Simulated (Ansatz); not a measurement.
# Hf2Si: how settings move the results

This session on Hf2Si sets out to sweep the k-point mesh on the displaced cell.

Program: Ansatz 0.2.0. Level of theory: DFT PBEsol, scalar-relativistic, plane waves, PAW. These are calculated values, not measurements.

2 further runs of the same task are left out: 1 that didn't finish, 1 set aside as unsound or not needed. Runs told in other sessions of the task aren't counted.

## (1) The starting structure

Symmetry: I4/mcm, No. 140, tetragonal system. Conventional cell: a = 6.551 Å, b = 6.551 Å, c = 5.166 Å, α = 90.00°, β = 90.00°, γ = 90.00°. Around Hf (site symmetry m2m) lie 4 Si at 2.79 Å and 3 Hf at 2.90 to 3.11 Å. Si (site symmetry 422) is surrounded by 2 Si at 2.58 Å and 8 Hf at 2.79 Å.

As a file:

```
CELL_PARAMETERS angstrom
-3.27535 3.27535 2.58282
3.27535 -3.27535 2.58282
3.27535 3.27535 -2.58282
ATOMIC_POSITIONS crystal
Hf 0.84351 0.65649 0.50000
Hf 0.34351 0.84351 0.18703
Hf 0.15649 0.34351 0.50000
Hf 0.65649 0.15649 0.81297
Si 0.75000 0.75000 0.00000
Si 0.25000 0.25000 0.00000
```

Source of the structure: the Materials Project (structure only). It is taken as it stands there.

## (2) The base input

The input, input.yaml:

```yaml
crystal:
  lattice:
    - [-3.275352224, 3.275352224, 2.582823393]
    - [3.275352224, -3.275352224, 2.582823393]
    - [3.275352224, 3.275352224, -2.582823393]
  atoms:
    - { symbol: Hf, position: [0.84351362, 0.65648638, 0.5] }
    - { symbol: Hf, position: [0.34351362, 0.84351362, 0.18702724] }
    - { symbol: Hf, position: [0.15648638, 0.34351362, 0.5] }
    - { symbol: Hf, position: [0.65648638, 0.15648638, 0.81297276] }
    - { symbol: Si, position: [0.75, 0.75, 0.0] }
    - { symbol: Si, position: [0.25, 0.25, 0.0] }
basis:
  ecutwfc: 420
kpoints:
  mp_grid: { grid: [10, 10, 10] }
hamiltonian:
  xc: pbesol
scf:
  occupations: { method: gaussian, width: 0.1 }
output:
  forces: true
  stress: true
  eigenvalues: true
  populations: true
```

Its results, from an earlier run: -10606.6422 eV/atom at zero smearing, pressure -2.40 GPa, largest force 0.044 eV/Å, no gap on the mesh, in 7 SCF cycles and 80 s.

The runs on the displaced cell use a copy made earlier, with the atoms moved and the axes strained (about 1 %) at random, so that forces and shear stress do not vanish.

## (3) K-point mesh on the displaced cell set to 1×1×1

The input, input.yaml:

```yaml
crystal:
  lattice:
    - [-3.2558375624, 3.2671089426, 2.5817996185]
    - [3.2696721442, -3.3036578502, 2.6456923626]
    - [3.228868476, 3.2766887639, -2.6281483337]
  atoms:
    - { symbol: Hf, position: [0.8375838124, 0.6477639333, 0.5011960718] }
    - { symbol: Hf, position: [0.3444512279, 0.8354640466, 0.1810520348] }
    - { symbol: Hf, position: [0.1611596586, 0.3447014338, 0.4963448871] }
    - { symbol: Hf, position: [0.6450144328, 0.1585558437, 0.8048570565] }
    - { symbol: Si, position: [0.7609973863, 0.7628270325, 0.013552697] }
    - { symbol: Si, position: [0.2570214359, 0.2521287571, -0.0085572422] }
basis:
  ecutwfc: 420
kpoints:
  mp_grid: { grid: [1, 1, 1] }
hamiltonian:
  xc: pbesol
scf:
  occupations: { method: gaussian, width: 0.1 }
output:
  forces: true
  stress: true
  eigenvalues: true
```

Started as:

```bash
$ ansatz run input.yaml --threads 1 --pin off --max-ram 2560MiB --backend cpu --events-out ev --progress --plain --runs-dir out
```

The log of the run, shortened:

```text
Warning: RAYON_NUM_THREADS=1 ignored (pool sized by the plan → 1); use --threads N
[...]
Pseudopotentials: kind: paw
Pseudopotential: Hf, paw, valence charge 26, recommended cutoff 420 eV (normal), Hf.paw.azcp
Pseudopotential: Si, paw, valence charge 4, recommended cutoff 420 eV (normal), Si.paw.azcp
Functional definition: PBEsol
[...]
Crystal: 6 atoms, lattice volume = 111.142 Å³
Basis set: ecut = 420 eV, 2161 PW (Γ), exchange–correlation on 72×72×72 points (8 copies of the dense FFT grid, shifted against one another)
Bands: 68, of which v1, the nominal top of the filled ones, is band 56 counted from 1 (55 counted from 0)
Symmetry: 1 space group operations
Space group: P1 (ITA 1), of the structure as read, at distance tolerance 4.8e-5 Å
k-points: 1
[...]
SCF iter   1: F=—  HF=-63640.898850 eV  |F-HF|=—  |Δ(HF+E_count)|=         —  Δρ=1.97e-2  dr2=7.00e-1  ethr=1.77e-3  ⟨swp⟩=6.0  Hψ=240  notcnv=0
[...]
SCF iter   9: F=-63640.685643 eV  HF=-63640.685643 eV  |F-HF|=8.99e-9  |Δ(HF+E_count)|=   5.57e-8  Δρ=2.49e-6  dr2=1.18e-8  ethr=8.93e-11  ⟨swp⟩=6.0  Hψ=325  notcnv=0
[...]
SCF converged after 9 iterations
Free energy (F): -63640.685643 eV
[...]
E sigma→0 (E₀):  -63640.685643 eV
Fermi energy:    18.558834 eV
[...]
--- Forces (eV/Å), atoms counted from 1 ---
  atom   1  Hf    -1.32495592     0.99564714     0.56521699
  atom   2  Hf     1.63744706     0.86117616     0.03791503
  atom   3  Hf     1.62496206    -1.19460004    -0.11230922
  atom   4  Hf    -1.63195209    -0.08950875     0.20115185
  atom   5  Si    -0.83354453    -0.50759884    -0.07839660
  atom   6  Si     0.52804751    -0.06512007    -0.61357730
[...]
--- Stress (GPa, compression-positive) ---
       -1.617344       0.791197      -1.890546
        0.791197      -5.562617       3.387028
       -1.890546       3.387028      -2.537886
  P = ⅓ Tr σ = -3.2393 GPa (-32.393 kbar)
--- Band table (eV) ---
[...]
```

Wall time 3 s (1 thread of Intel Xeon at 2.50GHz (Skylake/Cascade Lake), shared host); peak memory 0.34 GiB.

This run gives -10606.7809 eV/atom at zero smearing, pressure -3.24 GPa, largest force 2.020 eV/Å and a gap of 2.30 eV on the mesh.

## (4) K-point mesh on the displaced cell: 2×2×2

input.yaml, as its differences from that of step 3:

```diff
@@ -15,3 +15,3 @@
 kpoints:
-  mp_grid: { grid: [1, 1, 1] }
+  mp_grid: { grid: [2, 2, 2] }
 hamiltonian:
```

Started as:

```bash
$ ansatz run input.yaml --threads 1 --pin off --max-ram 2560MiB --backend cpu --events-out ev --progress --plain --runs-dir out
```

The log of the run, shortened:

```text
Warning: RAYON_NUM_THREADS=1 ignored (pool sized by the plan → 1); use --threads N
[...]
[... 4 set-up lines as earlier in the session ...]
[...]
Crystal: 6 atoms, lattice volume = 111.142 Å³
Basis set: ecut = 420 eV, 2161 PW (Γ), exchange–correlation on 72×72×72 points (8 copies of the dense FFT grid, shifted against one another)
Bands: 68, of which v1, the nominal top of the filled ones, is band 56 counted from 1 (55 counted from 0)
[... 2 set-up lines as earlier in the session ...]
k-points: 8
[...]
SCF iter   1: F=—  HF=-63639.451358 eV  |F-HF|=—  |Δ(HF+E_count)|=         —  Δρ=6.26e-3  dr2=4.57e-2  ethr=1.77e-3  ⟨swp⟩=5.9  Hψ=1880  notcnv=0  defer=1
[...]
SCF iter   8: F=-63639.439598 eV  HF=-63639.439598 eV  |F-HF|=2.80e-8  |Δ(HF+E_count)|=   1.68e-7  Δρ=6.07e-6  dr2=5.06e-8  ethr=8.93e-11  ⟨swp⟩=9.8  Hψ=2952  notcnv=0
[...]
SCF converged after 8 iterations
Free energy (F): -63639.439598 eV
[...]
E sigma→0 (E₀):  -63639.427164 eV
Entropy (-TS):   -0.024867 eV (-4.144 meV/atom)
Fermi energy:    18.226392 eV
[...]
--- Forces (eV/Å), atoms counted from 1 ---
  atom   1  Hf     0.16321991    -0.11640024     0.21835748
  atom   2  Hf     0.28142259    -0.54989032     0.05515794
  atom   3  Hf     0.07811494     0.17753588     0.09773952
  atom   4  Hf    -0.40604127     0.89802267     0.19308298
  atom   5  Si    -0.53385474    -0.32784042     0.02507913
  atom   6  Si     0.41714645    -0.08142962    -0.58941956
[...]
--- Stress (GPa, compression-positive) ---
       -2.639062       0.343567      -0.868231
        0.343567      -6.184596       1.683291
       -0.868230       1.683291       0.500065
  P = ⅓ Tr σ = -2.7745 GPa (-27.745 kbar)
--- Band table (eV; the first three rows and the last of 8) ---
[...]
```

It took 7.6 s on 1 thread of Intel Xeon at 2.50GHz (Skylake/Cascade Lake), shared host; peak memory 0.41 GiB.

Read-out: -10606.5712 eV/atom at zero smearing, pressure -2.77 GPa, largest force 1.004 eV/Å and no gap on the mesh.

## (5) K-point mesh on the displaced cell: 4×4×4

input.yaml, as its differences from that of step 4:

```diff
@@ -15,3 +15,3 @@
 kpoints:
-  mp_grid: { grid: [2, 2, 2] }
+  mp_grid: { grid: [4, 4, 4] }
 hamiltonian:
```

Started as:

```bash
$ ansatz run input.yaml --threads 1 --pin off --max-ram 2560MiB --backend cpu --events-out ev --progress --plain --runs-dir out
```

The log of the run, shortened:

```text
Warning: RAYON_NUM_THREADS=1 ignored (pool sized by the plan → 1); use --threads N
[...]
[... 4 set-up lines as earlier in the session ...]
[...]
Crystal: 6 atoms, lattice volume = 111.142 Å³
Basis set: ecut = 420 eV, 2161 PW (Γ), exchange–correlation on 72×72×72 points (8 copies of the dense FFT grid, shifted against one another)
Bands: 68, of which v1, the nominal top of the filled ones, is band 56 counted from 1 (55 counted from 0)
[... 2 set-up lines as earlier in the session ...]
k-points: 36 of 64 (time reversal used)
[...]
SCF iter   1: F=—  HF=-63639.751766 eV  |F-HF|=—  |Δ(HF+E_count)|=         —  Δρ=4.19e-3  dr2=2.38e-2  ethr=1.77e-3  ⟨swp⟩=5.4  Hψ=8237  notcnv=0  defer=17
[...]
SCF iter   8: F=-63639.746973 eV  HF=-63639.746973 eV  |F-HF|=1.34e-8  |Δ(HF+E_count)|=   4.50e-7  Δρ=4.80e-6  dr2=2.00e-8  ethr=8.93e-11  ⟨swp⟩=4.1  Hψ=11250  notcnv=0
[...]
SCF converged after 8 iterations
Free energy (F): -63639.746973 eV
[...]
E sigma→0 (E₀):  -63639.738966 eV
Entropy (-TS):   -0.016013 eV (-2.669 meV/atom)
Fermi energy:    18.087983 eV
[...]
--- Forces (eV/Å), atoms counted from 1 ---
  atom   1  Hf     0.05443634    -0.13578219     0.30953141
  atom   2  Hf     0.40485296    -0.51599180     0.04257371
  atom   3  Hf     0.18546865     0.11828373     0.02429872
  atom   4  Hf    -0.48208442     0.96216537     0.18732479
  atom   5  Si    -0.60879265    -0.38110656     0.00574504
  atom   6  Si     0.44612461    -0.04756700    -0.56947512
[...]
--- Stress (GPa, compression-positive) ---
       -0.170720       0.804047      -1.019497
        0.804047      -3.682309       2.065827
       -1.019497       2.065827      -3.698368
  P = ⅓ Tr σ = -2.5171 GPa (-25.171 kbar)
--- Band table (eV; the first three rows and the last of 36) ---
[...]
```

Run time: 46 s. Hardware: 1 thread of Intel Xeon at 2.50GHz (Skylake/Cascade Lake), shared host; peak memory 0.5 GiB.

Read-out: -10606.6232 eV/atom at zero smearing, pressure -2.52 GPa, largest force 1.092 eV/Å and no gap on the mesh.

## (6) K-point mesh on the displaced cell set to 6×6×4

input.yaml, as its differences from that of step 5:

```diff
@@ -15,3 +15,3 @@
 kpoints:
-  mp_grid: { grid: [4, 4, 4] }
+  mp_grid: { grid: [6, 6, 4] }
 hamiltonian:
```

Started as:

```bash
$ ansatz run input.yaml --threads 1 --pin off --max-ram 2560MiB --backend cpu --events-out ev --progress --plain --runs-dir out
```

The log of the run, shortened:

```text
Warning: RAYON_NUM_THREADS=1 ignored (pool sized by the plan → 1); use --threads N
[...]
[... 4 set-up lines as earlier in the session ...]
[...]
Crystal: 6 atoms, lattice volume = 111.142 Å³
Basis set: ecut = 420 eV, 2161 PW (Γ), exchange–correlation on 72×72×72 points (8 copies of the dense FFT grid, shifted against one another)
Bands: 68, of which v1, the nominal top of the filled ones, is band 56 counted from 1 (55 counted from 0)
[... 2 set-up lines as earlier in the session ...]
k-points: 76 of 144 (time reversal used)
[...]
SCF iter   1: F=—  HF=-63639.729003 eV  |F-HF|=—  |Δ(HF+E_count)|=         —  Δρ=3.94e-3  dr2=1.43e-2  ethr=1.77e-3  ⟨swp⟩=5.4  Hψ=17423  notcnv=0  defer=33
[...]
SCF iter   8: F=-63639.726827 eV  HF=-63639.726827 eV  |F-HF|=1.59e-8  |Δ(HF+E_count)|=   3.05e-7  Δρ=2.89e-6  dr2=1.31e-8  ethr=8.93e-11  ⟨swp⟩=4.1  Hψ=23001  notcnv=0
[...]
SCF converged after 8 iterations
Free energy (F): -63639.726827 eV
[...]
E sigma→0 (E₀):  -63639.720212 eV
Entropy (-TS):   -0.013230 eV (-2.205 meV/atom)
Fermi energy:    18.166247 eV
[...]
--- Forces (eV/Å), atoms counted from 1 ---
  atom   1  Hf     0.00674039    -0.10693638     0.31262127
  atom   2  Hf     0.40587176    -0.46854071     0.06113589
  atom   3  Hf     0.23829953     0.09632520     0.01865966
  atom   4  Hf    -0.49965710     0.91796095     0.17097996
  atom   5  Si    -0.60342234    -0.38553039    -0.01257483
  atom   6  Si     0.45216885    -0.05327767    -0.55082320
[...]
--- Stress (GPa, compression-positive) ---
        0.271482       0.769290      -1.039993
        0.769290      -3.282899       2.064109
       -1.039993       2.064109      -4.264236
  P = ⅓ Tr σ = -2.4252 GPa (-24.252 kbar)
--- Band table (eV; the first three rows and the last of 76) ---
[...]
```

Wall time 95 s (1 thread of Intel Xeon at 2.50GHz (Skylake/Cascade Lake), shared host); peak memory 0.66 GiB.

Read-out: -10606.6200 eV/atom at zero smearing, pressure -2.43 GPa, largest force 1.059 eV/Å and no gap on the mesh.

## (7) What the k-point mesh on the displaced cell changes

ΔE: energy per atom at zero smearing, less that of the run at 8×8×6. Pressure is positive in compression.

```csv
mesh,ΔE (meV/atom),pressure (GPa),largest change of a force component (eV/Å),gap on the mesh (eV),irreducible points,SCF cycles,CPU time
1×1×1,-162,-3.24,1.379,2.300,1,9,2.9 s
2×2×2,48.1,-2.77,0.168,none,8,8,7.5 s
4×4×4,-3.90,-2.52,0.061,none,36,8,46 s
6×6×4,-0.78,-2.43,0.020,none,76,8,95 s
8×8×6,0.00,-2.42,0.000,none,196,8,4.7 min
```

CPU times come from a shared host, so they are rough.

## (8) Outcome

| quantity | value |
| --- | --- |
| k-point mesh on the displaced cell: within 10 and 1 meV/atom of 8×8×6 from | 4×4×4 for 10; 6×6×4 for 1 |

In words: For the k-point mesh on the displaced cell, the energy stays within 1 meV/atom of the reference from 6×6×4 on, at about 0.34 of the reference's time. The reference is only the best run made, not a proven limit. The gaps on the coarsest meshes are artefacts of sampling: the crystal is a metal on the dense ones. The error changes sign along the series, since a k mesh isn't variational, and a metal needs dense meshes to resolve its Fermi surface. Forces come within 0.01 eV/Å only at the reference itself. Spin-orbit coupling is left out, which matters for the bands of Hf.
